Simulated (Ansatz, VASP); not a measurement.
One calculation of Zn, two programs

```
CELL_PARAMETERS angstrom
0.00000 1.96347 1.96347
1.96347 0.00000 1.96347
1.96347 1.96347 0.00000
ATOMIC_POSITIONS crystal
Zn 0.00000 0.00000 0.00000
```

Alike in both runs: functional PBE; k mesh 16 × 16 × 16; occupations gaussian, width 0.1 eV; no spin polarisation.

Ansatz relaxed the structure, and its values are those at the end. VASP's run is a single point on that final structure, the one shown.

|  | VASP | Ansatz |
| --- | --- | --- |
| version | VASP 6.6.1 | Ansatz 0.2.0 |
| potentials or method | VASP PAW PBE potentials, release 64 (Zn) | scalar-relativistic, plane waves, PAW |
| plane-wave cutoff (eV) | 520 | 420 |
| valence electrons in the cell | 12 | 12 |

Ansatz gave:

* gap on the k mesh at the Fermi level (eV): none
* pressure (GPa): -0.1

**Question.** Estimate VASP's values.

**Answer.** gap on the k mesh at the Fermi level (eV): none; pressure (GPa): 0.2.

A gap of «none» marks a metal or a gap that the smearing closes.
